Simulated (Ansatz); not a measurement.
# GaAs (NiAs type): independent-particle optics

How does GaAs (NiAs type) absorb light if electrons and holes don't interact? The runs, in order: optics with PBE on 6×6×4; optics with r2SCAN on 6×6×4.

Method: plane waves, PAW; no local fields, no excitons, in Ansatz 0.2.0.

2 further runs of the same task are left out: 2 that didn't finish. Runs told in other sessions of the task aren't counted.

## (1) The system as given

It takes space group P6_3/mmc (No. 194, hexagonal). The conventional cell has a = 3.732 Å, b = 3.732 Å, c = 6.333 Å, α = 90.00°, β = 90.00°, γ = 120.00°. Ga (site symmetry -3m) is surrounded by 6 As at 2.67 Å. Around As (site symmetry -6m2) lie 6 Ga at 2.67 Å.

As a file:

```xyz
4
Lattice="3.7322 0.0000 0.0000 -1.8661 3.2322 0.0000 0.0000 0.0000 6.3328" Properties=species:S:1:pos:R:3 pbc="T T T"
Ga    0.0000    0.0000    0.0000
Ga    0.0000    0.0000    3.1664
As    0.0000    2.1548    1.5832
As    1.8661    1.0774    4.7496
```

The cell was relaxed beforehand with r2SCAN; those runs aren't shown.

## (2) Optics, PBE

Input file input.yaml:

```yaml
crystal:
  lattice:
    - [3.732168021, 0.0, 0.0]
    - [-1.8660840105, 3.2321523174, 0.0]
    - [0.0, 0.0, 6.3327909813]
  atoms:
    - { symbol: Ga, position: [0.0, 0.0, 0.0] }
    - { symbol: Ga, position: [0.0, 0.0, 0.5] }
    - { symbol: As, position: [0.3333333333, 0.6666666667, 0.25] }
    - { symbol: As, position: [0.6666666667, 0.3333333333, 0.75] }
kpoints:
  mp_grid: { grid: [6, 6, 4] }
hamiltonian:
  xc: pbe
scf:
  occupations: { method: fermi_dirac, width: 0.02 }
output:
  optics:
    e_range: [0, 12]
    de: 0.05
    sigma: 0.1
    bands: { spectra_wanted_up_to: 12 }
```

Launch:

```bash
$ ansatz run input.yaml --threads 4 --pin off --max-ram 3686MiB --backend cpu --events-out ev --progress --plain --runs-dir out
```

The log of the run:

```text
Warning: RAYON_NUM_THREADS=4 ignored (pool sized by the plan → 4); use --threads N
Engine: ansatz 0.2.0, aarch64-unknown-linux-gnu
Pseudopotentials: kind: paw
Pseudopotential: Ga, paw, valence charge 13, recommended cutoff 420 eV (normal), Ga.paw.azcp
Pseudopotential: As, paw, valence charge 15, recommended cutoff 420 eV (normal), As.paw.azcp
Functional definition: PBE
  parameter kappa = 0.804
  parameter beta = 0.06672455060314922
  exchange = pbe_x(kappa = kappa, mu = beta*pi^2/3)
  correlation = pbe_c(beta = beta)
Crystal: 4 atoms, lattice volume = 76.392 Å³
Basis set: ecut = 420 eV, 1521 PW (Γ)
Bands: 34, of which v1, the nominal top of the filled ones, is band 28 counted from 1 (27 counted from 0)
Symmetry: 24 space group operations
Space group: P63/mmc (ITA 194), of the structure as read, at distance tolerance 4.2e-5 Å
k-points: 21 of 144
Non-local potential: Ga, projectors of the file, l = 0: 2, l = 1: 2, l = 2: 3, l = 3: 1
Non-local potential: As, projectors of the file, l = 0: 2, l = 1: 2, l = 2: 3, l = 3: 1
PAW form: soft (Blöchl's): semilocal exchange-correlation on the pseudo side does not see the compensation charge
PAW one-centre angular grid: Ga, 590 points (default); XC on 64 Gauss nodes
PAW one-centre angular grid: As, 590 points (default); XC on 64 Gauss nodes
Initial density: superposition of atomic densities (neutral atoms: chi_scale 0, normalization atom), corrected by the library's trained network
Initial wavefunctions: pseudopotential atomic-orbital guess
Functional: x = pbe(κ = 0.804, μ = 0.2195149727645171), c = pbe(β = 0.06672455060314922)
SCF iter   1: F=—  HF=-17278.314012 eV  |F-HF|=—  |Δ(HF+E_count)|=         —  Δρ=3.48e-3  dr2=1.32e-2  ethr=1.77e-3  ⟨swp⟩=6.1  Hψ=2579  notcnv=0
preconditioner: auto → Resta (q_TF=auto, 2.591 Å⁻¹)  ε∞=4.1  [insulator: Δε(μ)=0.098 eV  Ē_g=14.459 eV  σ=0.020 eV  W_gap=0.61  n_scr=22 (ndim 8)  ℏωp=25.5 eV  f_vac=0.001  D(μ)=1.07/eV (n_scr^D=2)  ε∞_Penn≈4.1]
SCF iter   2: F=—  HF=-17278.310224 eV  |F-HF|=—  |Δ(HF+E_count)|=   3.79e-3  Δρ=1.98e-3  dr2=3.15e-3  ethr=2.35e-5  ⟨swp⟩=2.5  Hψ=1195  notcnv=0  defer=31
SCF iter   3: F=—  HF=-17278.310013 eV  |F-HF|=—  |Δ(HF+E_count)|=   2.11e-4  Δρ=8.92e-4  dr2=4.46e-4  ethr=5.62e-6  ⟨swp⟩=2.0  Hψ=1155  notcnv=0  defer=31
SCF iter   4: F=—  HF=-17278.309548 eV  |F-HF|=—  |Δ(HF+E_count)|=   4.66e-4  Δρ=2.49e-4  dr2=2.46e-5  ethr=7.96e-7  ⟨swp⟩=2.0  Hψ=1067  notcnv=0  defer=31
SCF iter   5: F=—  HF=-17278.309548 eV  |F-HF|=—  |Δ(HF+E_count)|=   8.30e-7  Δρ=6.87e-5  dr2=3.10e-6  ethr=4.39e-8  ⟨swp⟩=2.0  Hψ=1055  notcnv=0  defer=31
SCF iter   6: F=—  HF=-17278.309550 eV  |F-HF|=—  |Δ(HF+E_count)|=   1.73e-6  Δρ=1.60e-5  dr2=1.99e-7  ethr=5.53e-9  ⟨swp⟩=2.0  Hψ=1055  notcnv=0  defer=31
SCF iter   7: F=—  HF=-17278.309550 eV  |F-HF|=—  |Δ(HF+E_count)|=   1.12e-7  Δρ=1.83e-6  dr2=2.56e-9  ethr=3.56e-10  ⟨swp⟩=2.0  Hψ=1055  notcnv=0  defer=31
SCF iter   8: F=—  HF=-17278.309550 eV  |F-HF|=—  |Δ(HF+E_count)|=   3.14e-9  Δρ=1.26e-6  dr2=6.09e-10  ethr=4.57e-12  ⟨swp⟩=2.0  Hψ=1264  notcnv=0  defer=31
SCF iter   9: F=—  HF=-17278.309550 eV  |F-HF|=—  |Δ(HF+E_count)|=  4.33e-10  Δρ=2.18e-7  dr2=2.90e-11  ethr=1.09e-12  ⟨swp⟩=2.7  Hψ=1407  notcnv=0  defer=31
SCF iter  10: F=-17278.309550 eV  HF=-17278.309550 eV  |F-HF|=0.00e0  |Δ(HF+E_count)|=  3.64e-12  Δρ=3.41e-8  dr2=8.94e-13  ethr=1.00e-12  ⟨swp⟩=6.1  Hψ=2247  notcnv=0
SCF 1 converged in 10 iterations: F = -17278.309550 eV  dr2 = 8.94e-13
NSCF: frozen V_eff on 21 k-points
Optics k sum: 0 of 21 k-points
[...]
output.optics: what the bands over the 53 summed would add to eps1, eps2 and the energy-loss function is held between a lower and an upper bound (7 Lanczos steps). eps1, eps2 and their loss function (loss_summed_bands) are given on every row as the summed bands alone make them. Along an axis, on a row where the two bounds hold the loss function to about 1 % of the greater of itself and 0.5 % of |1/eps|, its cell (loss_completed) is given, with the completed eps1 and eps2 that it is formed of (a cell that is left empty reads nan in the table and null in the record). The two bounds hold it so along every axis on all 240 rows up to 12.000 eV. The run works to bound the rows up to 12.000 eV and no higher ones: a peak of the loss function over that energy may be left empty with no warning. To have the run work for it, set output.optics.bands.spectra_wanted_up_to to a higher energy. perfect_screening_sum, loss_f_sum_n_eff and, beside carriers, perfect_screening_limit are those of loss_summed_bands: over the bounded function the two sums would run over rows that are not all bounded, and lack what the bands left out lay past the top of the energy grid. Bounded is said of the bands left out alone, which are those that the basis at basis.ecutwfc holds: it says nothing of that cutoff, of the k-point mesh, of what the sum inside its cells errs by (eps2_relative_error), of the factors of all_electron_strengths, nor of how far the SCF is converged. The bands left out are taken at the k-points, and what their mean over the points' cells stands off that by is in neither bound: the run's estimate of it, which the test of a row counts in, is 0.04 % of |eps| at the most among the values given; where the mean stood off by over 0.5 % the points' spread read 0.1 to 3 times that
SCF converged after 10 iterations
Free energy (F): -17278.309550 eV
Harris-Foulkes:  -17278.309550 eV  (|F-HF|=0.00e0)
Internal energy: -17278.308087 eV  (E = F + TS)
E sigma→0 (E₀):  -17278.308819 eV
Entropy (-TS):   -0.001463 eV (-0.366 meV/atom)
Fermi energy:    10.488623 eV
--- Per-component energies (eV) ---
  E_band       = -498.270739
  E_kinetic    = 437.323803
  E_local      = -6768.916560  (includes V_loc(G=0)·N_el)
  E_nonlocal   = -493.015696
  E_hartree    = 3478.337098
  E_xc         = -297.319103
  E_vxc        = -275.319171  (∫ρ·V_xc dr)
  E_paw        = -7645.977494  (= ΣΔE_a)
  E_vpaw       = -355.017075  (= ΣTr[D̂ρ^β])
  E_aug_tail   = -0.000235  (compensation charges beyond the density's cutoff)
  E_ewald      = -5988.739900
  E_smearing   = -0.001463  (= −TS)
  E_closure    = 0.000000  (closes the sum)
  Σ components = -17278.309550   (vs F -17278.309550, Δ=0.00e0)
--- Band table (eV; the first three rows and the last of 21) ---
  k-point 0: bands = ["-24.8830", "-24.8830", "-24.8829", "-24.8829", "-24.8688", "-24.8688", "-24.8669", "-24.8669", "-24.8595", "-24.8586", "-4.3097", "-4.2792", "-4.2792", "-4.2210", "-4.2210", "-4.2128", "-4.2128", "-4.1783", "-4.1783", "-4.1694", "-2.7953", "-0.6023", "2.7194", "10.2231", "10.3414", "10.4614", "10.4614", "10.9628", "10.9628", "13.2019", "15.6494", "15.6494", "15.7906", "15.7906"]
  k-point 1: bands = ["-24.8830", "-24.8830", "-24.8829", "-24.8829", "-24.8685", "-24.8685", "-24.8672", "-24.8672", "-24.8594", "-24.8587", "-4.2872", "-4.2694", "-4.2694", "-4.2278", "-4.2278", "-4.2091", "-4.2091", "-4.1885", "-4.1852", "-4.1852", "-2.5966", "-1.1639", "3.6727", "8.0176", "10.5576", "10.5576", "10.9196", "10.9196", "11.8991", "13.1171", "15.3843", "15.3843", "15.4076", "15.4076"]
  k-point 2: bands = ["-24.8830", "-24.8830", "-24.8830", "-24.8830", "-24.8679", "-24.8679", "-24.8679", "-24.8679", "-24.8591", "-24.8591", "-4.2471", "-4.2471", "-4.2471", "-4.2471", "-4.2361", "-4.2361", "-4.1988", "-4.1988", "-4.1988", "-4.1988", "-2.0157", "-2.0157", "5.6680", "5.6680", "10.7654", "10.7654", "10.7654", "10.7654", "12.7474", "12.7474", "15.1409", "15.1409", "15.1409", "15.1409"]
  k-point 20: bands = ["-24.8814", "-24.8814", "-24.8809", "-24.8809", "-24.8689", "-24.8689", "-24.8688", "-24.8688", "-24.8570", "-24.8570", "-4.3344", "-4.3344", "-4.2648", "-4.2648", "-4.2083", "-4.2083", "-4.1951", "-4.1951", "-4.1879", "-4.1879", "0.3949", "0.3949", "3.7688", "3.7688", "5.8111", "5.8111", "10.2870", "10.2870", "11.2488", "11.2488", "12.9621", "12.9621", "17.7417", "17.7417"]
```

Wall time 1.7 min (4 threads of Arm Neoverse V1, shared host); peak memory 0.85 GiB.

From the head of optics.tsv:

```
# eps2_relative_error = 0.0028
# drude_weight_relative_error = 0.0500
# drude_damping_ev = 0e0
# drude_plasma_energy_squared_ev2(xx yy zz xy xz yz) = 49.131320 49.131320 52.382635 -0.000000 -0.000000 0.000000
# drude_plasma_energy_ev(xx yy zz) = 7.009374 7.009374 7.237585
# f_sum_n_eff(xx yy zz) = 18.520789 18.520789 18.567282 of n_electrons = 56.000000
# n_bands = 53
# n_bands_set_by = photon_energy
# valid_up_to_ev = 18.074488
```

The dielectric function from optics.tsv (yy equals xx), one row in 8 (narrow peaks fall between the rows):

```csv
E (eV),ε₂ xx,ε₂ zz,ε₁ xx,ε₁ zz
0.05,50.53,6.46,-19439.00,-20851.00
0.45,122.90,25.39,-208.08,-176.49
0.85,50.31,79.48,-62.83,64.15
1.25,28.58,81.87,-47.52,-78.81
1.65,17.11,35.22,-19.64,-42.32
2.05,15.46,25.01,-8.33,-21.27
2.45,18.86,25.34,-4.52,-21.69
2.85,18.83,15.34,-12.71,-20.51
3.25,9.21,8.74,-8.02,-14.59
3.65,8.12,8.22,-1.87,-8.22
4.05,18.02,11.07,-0.91,-8.18
4.45,10.61,7.79,-7.21,-9.10
4.85,8.38,6.64,-5.37,-7.36
5.25,9.39,5.53,-5.78,-7.06
5.65,7.17,4.95,-6.49,-6.78
6.05,5.74,3.65,-6.01,-5.95
6.45,5.02,3.18,-5.58,-4.79
6.85,4.01,3.16,-5.29,-4.58
7.25,3.14,2.60,-5.08,-4.47
7.65,2.26,2.07,-4.43,-3.94
8.05,1.83,1.73,-3.85,-3.64
8.45,1.45,1.35,-3.34,-3.19
8.85,1.21,1.14,-2.83,-2.73
9.25,1.08,1.00,-2.43,-2.40
9.65,0.98,0.90,-2.13,-2.13
10.05,0.85,0.77,-1.87,-1.87
10.45,0.79,0.73,-1.58,-1.61
10.85,0.83,0.74,-1.43,-1.44
11.25,0.73,0.70,-1.32,-1.35
11.65,0.67,0.56,-1.19,-1.24
```

Tallest peaks of ε₂ (mean of the periodic axes): 95.3 at 0.40 eV, 101.3 at 1.05 eV, 21.0 at 2.45 eV. The bands are partly filled, so the low end hangs on the mesh and the damping.

## (3) Optics, r2SCAN

input.yaml, as its differences from that of step 2:

```diff
@@ -13,3 +13,3 @@
 hamiltonian:
-  xc: pbe
+  xc: r2scan
 scf:
```

Launch:

```bash
$ ansatz run input.yaml --threads 4 --pin off --max-ram 3686MiB --backend cpu --events-out ev --progress --plain --runs-dir out
```

The log of the run:

```text
Warning: RAYON_NUM_THREADS=4 ignored (pool sized by the plan → 4); use --threads N
Engine: ansatz 0.2.0, aarch64-unknown-linux-gnu
Pseudopotentials: kind: paw
Pseudopotential: Ga, paw, valence charge 13, recommended cutoff 500 eV (meta_gga), Ga.paw.azcp
Pseudopotential: As, paw, valence charge 15, recommended cutoff 500 eV (meta_gga), As.paw.azcp
Functional definition: r2SCAN
  parameter k0 = 0.174
  parameter k1 = 0.065
  parameter a1 = 4.9479
  exchange = r2scan_x(k0 = k0, k1 = k1, a1 = a1)
  correlation = r2scan_c
Crystal: 4 atoms, lattice volume = 76.392 Å³
Basis set: ecut = 500 eV, 1955 PW (Γ), exchange–correlation on 120×120×192 points (64 copies of the dense FFT grid, shifted against one another)
Bands: 34, of which v1, the nominal top of the filled ones, is band 28 counted from 1 (27 counted from 0)
Symmetry: 24 space group operations
Space group: P63/mmc (ITA 194), of the structure as read, at distance tolerance 4.2e-5 Å
k-points: 21 of 144
Non-local potential: Ga, projectors of the file, l = 0: 2, l = 1: 2, l = 2: 3, l = 3: 1
Non-local potential: As, projectors of the file, l = 0: 2, l = 1: 2, l = 2: 3, l = 3: 1
PAW form: soft (Blöchl's): semilocal exchange-correlation on the pseudo side does not see the compensation charge
PAW frozen core: Ga, regenerated for the run's functional (the file was generated under x = pbe(κ = 0.804, μ = 0.2195149727645171), c = pbe(β = 0.06672455060314922))
PAW frozen core: As, regenerated for the run's functional (the file was generated under x = pbe(κ = 0.804, μ = 0.2195149727645171), c = pbe(β = 0.06672455060314922))
PAW one-centre angular grid: Ga, 590 points (default); XC on 160 Gauss nodes
PAW one-centre angular grid: As, 590 points (default); XC on 160 Gauss nodes
Initial density: superposition of atomic densities (neutral atoms: chi_scale 0, normalization atom), corrected by the library's trained network
Initial wavefunctions: pseudopotential atomic-orbital guess
Functional: x = r2scan, c = r2scan; τ floored in thin density (d = 2e-4 eV/Å³)
SCF iter   1: F=—  HF=-17309.668885 eV  |F-HF|=—  |Δ(HF+E_count)|=         —  Δρ=7.84e-3  dr2=1.94e-2  dr2_τ=3.85e-3  ethr=1.77e-3  ⟨swp⟩=6.0  Hψ=2590  notcnv=0
preconditioner: auto → Kerker (q_TF=auto, 2.591 Å⁻¹)  [metal: Δε(μ)=0.005 eV  Ē_g=15.264 eV  σ=0.020 eV  W_gap=0.06  n_scr=22 (ndim 8)  ℏωp=25.5 eV  f_vac=0.000  D(μ)=1.88/eV (n_scr^D=10)]
SCF iter   2: F=—  HF=-17309.706972 eV  |F-HF|=—  |Δ(HF+E_count)|=   3.81e-2  Δρ=2.69e-3  dr2=2.90e-3  dr2_τ=5.37e-5  ethr=3.46e-5  ⟨swp⟩=2.4  Hψ=1577  notcnv=0  defer=31
preconditioner: auto → Resta (q_TF=auto, 2.591 Å⁻¹)  ε∞=3.8  [insulator: Δε(μ)=0.054 eV  Ē_g=15.142 eV  σ=0.020 eV  W_gap=0.57  n_scr=22 (ndim 8)  ℏωp=25.5 eV  f_vac=0.000  D(μ)=1.28/eV (n_scr^D=2)  ε∞_Penn≈3.8]
SCF iter   3: F=—  HF=-17309.707084 eV  |F-HF|=—  |Δ(HF+E_count)|=   1.12e-4  Δρ=1.85e-3  dr2=1.33e-3  dr2_τ=8.98e-6  ethr=5.19e-6  ⟨swp⟩=2.0  Hψ=1094  notcnv=0  defer=31
SCF iter   4: F=—  HF=-17309.707168 eV  |F-HF|=—  |Δ(HF+E_count)|=   8.46e-5  Δρ=2.69e-4  dr2=4.90e-5  dr2_τ=1.09e-6  ethr=2.38e-6  ⟨swp⟩=2.6  Hψ=1106  notcnv=0  defer=31
SCF iter   5: F=—  HF=-17309.707181 eV  |F-HF|=—  |Δ(HF+E_count)|=   1.28e-5  Δρ=1.45e-4  dr2=1.10e-5  dr2_τ=1.53e-7  ethr=8.75e-8  ⟨swp⟩=2.0  Hψ=1266  notcnv=0  defer=31
SCF iter   6: F=—  HF=-17309.707199 eV  |F-HF|=—  |Δ(HF+E_count)|=   1.81e-5  Δρ=4.79e-5  dr2=2.08e-6  dr2_τ=2.64e-8  ethr=1.97e-8  ⟨swp⟩=3.0  Hψ=1319  notcnv=0  defer=31
SCF iter   7: F=—  HF=-17309.707206 eV  |F-HF|=—  |Δ(HF+E_count)|=   7.10e-6  Δρ=1.60e-5  dr2=2.16e-7  dr2_τ=1.37e-9  ethr=3.72e-9  ⟨swp⟩=2.0  Hψ=846  notcnv=0  defer=31
SCF iter   8: F=—  HF=-17309.707207 eV  |F-HF|=—  |Δ(HF+E_count)|=   2.00e-7  Δρ=1.42e-6  dr2=1.26e-9  dr2_τ=2.24e-11  ethr=3.85e-10  ⟨swp⟩=2.0  Hψ=1003  notcnv=0  defer=31
SCF iter   9: F=—  HF=-17309.707207 eV  |F-HF|=—  |Δ(HF+E_count)|=  9.09e-10  Δρ=4.45e-7  dr2=1.44e-10  dr2_τ=1.01e-12  ethr=2.26e-12  ⟨swp⟩=2.0  Hψ=1240  notcnv=0  defer=31
SCF iter  10: F=-17309.707207 eV  HF=-17309.707207 eV  |F-HF|=7.28e-12  |Δ(HF+E_count)|=  6.55e-11  Δρ=7.15e-8  dr2=4.23e-12  dr2_τ=3.87e-14  ethr=1.00e-12  ⟨swp⟩=6.1  Hψ=2350  notcnv=0
SCF 1 converged in 10 iterations: F = -17309.707207 eV  dr2 = 4.23e-12
NSCF: frozen V_eff on 21 k-points
Optics k sum: 0 of 21 k-points
[...]
output.optics: what the bands over the 54 summed would add to eps1, eps2 and the energy-loss function is held between a lower and an upper bound (7 Lanczos steps). eps1, eps2 and their loss function (loss_summed_bands) are given on every row as the summed bands alone make them. Along an axis, on a row where the two bounds hold the loss function to about 1 % of the greater of itself and 0.5 % of |1/eps|, its cell (loss_completed) is given, with the completed eps1 and eps2 that it is formed of (a cell that is left empty reads nan in the table and null in the record). The two bounds hold it so along every axis on all 240 rows up to 12.000 eV. The run works to bound the rows up to 12.000 eV and no higher ones: a peak of the loss function over that energy may be left empty with no warning. To have the run work for it, set output.optics.bands.spectra_wanted_up_to to a higher energy. perfect_screening_sum, loss_f_sum_n_eff and, beside carriers, perfect_screening_limit are those of loss_summed_bands: over the bounded function the two sums would run over rows that are not all bounded, and lack what the bands left out lay past the top of the energy grid. Bounded is said of the bands left out alone, which are those that the basis at basis.ecutwfc holds: it says nothing of that cutoff, of the k-point mesh, of what the sum inside its cells errs by (eps2_relative_error), of the factors of all_electron_strengths, nor of how far the SCF is converged. The bands left out are taken at the k-points, and what their mean over the points' cells stands off that by is in neither bound: the run's estimate of it, which the test of a row counts in, is 0.02 % of |eps| at the most among the values given; where the mean stood off by over 0.5 % the points' spread read 0.1 to 3 times that
SCF converged after 10 iterations
Free energy (F): -17309.707207 eV
Harris-Foulkes:  -17309.707207 eV  (|F-HF|=7.28e-12)
Internal energy: -17309.705729 eV  (E = F + TS)
E sigma→0 (E₀):  -17309.706468 eV
Entropy (-TS):   -0.001478 eV (-0.370 meV/atom)
Fermi energy:    10.376049 eV
--- Per-component energies (eV) ---
  E_band       = -535.636124
  E_kinetic    = 435.921269
  E_local      = -6777.105066  (includes V_loc(G=0)·N_el)
  E_nonlocal   = -487.185638
  E_hartree    = 3486.415548
  E_xc         = -273.080862
  E_vxc        = -287.772296  (∫ρ·V_xc dr)
  E_paw        = -7701.710034  (= ΣΔE_a)
  E_vpaw       = -407.448149  (= ΣTr[D̂ρ^β])
  E_aug_tail   = -0.000091  (compensation charges beyond the density's cutoff)
  E_vtau       = 15.122726  (kinetic-family band-sum trace: ∫τ·v_τ [+ j·A + Jᵃ·Aᵃ] dr)
  E_ewald      = -5988.739900
  E_core_change = -4.220955  (= ΣΔE_core)
  E_smearing   = -0.001478  (= −TS)
  E_closure    = -0.000000  (closes the sum)
  Σ components = -17309.707207   (vs F -17309.707207, Δ=0.00e0)
--- Band table (eV; the first three rows and the last of 21) ---
  k-point 0: bands = ["-25.7345", "-25.7345", "-25.7345", "-25.7345", "-25.7266", "-25.7266", "-25.7245", "-25.7245", "-25.7169", "-25.7158", "-5.0261", "-5.0050", "-5.0050", "-4.9413", "-4.9413", "-4.9288", "-4.9288", "-4.8949", "-4.8949", "-4.8881", "-3.5295", "-1.2279", "2.2633", "10.0992", "10.2327", "10.2327", "10.4559", "10.7637", "10.7637", "13.5141", "15.8172", "15.8172", "15.9086", "15.9086"]
  k-point 1: bands = ["-25.7345", "-25.7345", "-25.7345", "-25.7345", "-25.7263", "-25.7263", "-25.7248", "-25.7248", "-25.7167", "-25.7159", "-5.0038", "-4.9946", "-4.9946", "-4.9490", "-4.9490", "-4.9250", "-4.9250", "-4.9068", "-4.9016", "-4.9016", "-3.3208", "-1.8170", "3.2656", "7.8493", "10.3329", "10.3329", "10.7158", "10.7158", "12.0533", "13.4151", "15.5227", "15.5227", "15.5305", "15.5305"]
  k-point 2: bands = ["-25.7345", "-25.7345", "-25.7345", "-25.7345", "-25.7255", "-25.7255", "-25.7255", "-25.7255", "-25.7163", "-25.7163", "-4.9705", "-4.9705", "-4.9705", "-4.9705", "-4.9536", "-4.9536", "-4.9147", "-4.9147", "-4.9147", "-4.9147", "-2.7110", "-2.7110", "5.3667", "5.3667", "10.5507", "10.5507", "10.5507", "10.5507", "12.9971", "12.9971", "15.2612", "15.2612", "15.2612", "15.2612"]
  k-point 20: bands = ["-25.7327", "-25.7327", "-25.7321", "-25.7321", "-25.7267", "-25.7267", "-25.7267", "-25.7267", "-25.7140", "-25.7140", "-5.0661", "-5.0661", "-4.9903", "-4.9903", "-4.9252", "-4.9252", "-4.9105", "-4.9105", "-4.9030", "-4.9030", "-0.1740", "-0.1740", "3.3656", "3.3656", "5.4629", "5.4629", "10.0683", "10.0683", "11.2203", "11.2203", "13.1097", "13.1097", "18.0707", "18.0707"]
```

It took 2.2 min on 4 threads of Arm Neoverse V1, shared host; peak memory 0.99 GiB.

optics.tsv begins:

```
# eps2_relative_error = 0.0026
# drude_weight_relative_error = 0.0500
# drude_damping_ev = 0e0
# drude_plasma_energy_squared_ev2(xx yy zz xy xz yz) = 45.630691 45.630691 49.075147 -0.000000 -0.000000 0.000000
# drude_plasma_energy_ev(xx yy zz) = 6.755049 6.755049 7.005366
# f_sum_n_eff(xx yy zz) = 19.518656 19.518656 19.567603 of n_electrons = 56.000000
# n_bands = 54
# n_bands_set_by = photon_energy
# valid_up_to_ev = 20.497411
```

The dielectric function from optics.tsv (yy equals xx), one row in 15 (narrow peaks fall between the rows):

```csv
E (eV),ε₂ xx,ε₂ zz,ε₁ xx,ε₁ zz
0.05,30.24,3.30,-18082.00,-19555.00
0.80,49.80,24.95,-69.90,14.62
1.55,17.80,47.70,-25.10,-45.72
2.30,12.69,20.69,-4.90,-15.24
3.05,18.95,16.04,-4.19,-16.88
3.80,7.47,7.79,-3.71,-8.99
4.55,17.41,9.82,-2.79,-8.64
5.30,8.03,6.10,-4.36,-6.40
6.05,7.22,4.99,-5.62,-5.77
6.80,5.04,3.03,-4.89,-4.70
7.55,3.58,2.85,-4.77,-4.00
8.30,2.05,1.96,-3.87,-3.37
9.05,1.42,1.34,-2.97,-2.84
9.80,1.10,1.02,-2.22,-2.19
10.55,0.93,0.84,-1.78,-1.76
11.30,0.85,0.77,-1.34,-1.39
```

Tallest peaks of ε₂ (mean of the periodic axes): 78.6 at 0.40 eV, 83.2 at 1.15 eV, 18.7 at 2.75 eV.

## (4) Comparison

| level | mesh | tallest peak of ε₂ | time |
| --- | --- | --- | --- |
| PBE | 6×6×4 | 101.3 at 1.05 eV | 1.7 min |
| r2SCAN | 6×6×4 | 83.2 at 1.15 eV | 2.2 min |

## (5) Outcome

| quantity | value |
| --- | --- |
| tallest peak of ε₂, PBE | 101.3 at 1.05 eV |
| tallest peak of ε₂, r2SCAN | 83.2 at 1.15 eV |

The bands overlap (by 3.7 to 3.8 eV on the mesh), so no ε∞ is quoted there; free carriers add a Drude term, which without damping shows in ε₁ alone. For such bands the peaks and the Drude weight on a 6×6×4 mesh aren't converged.
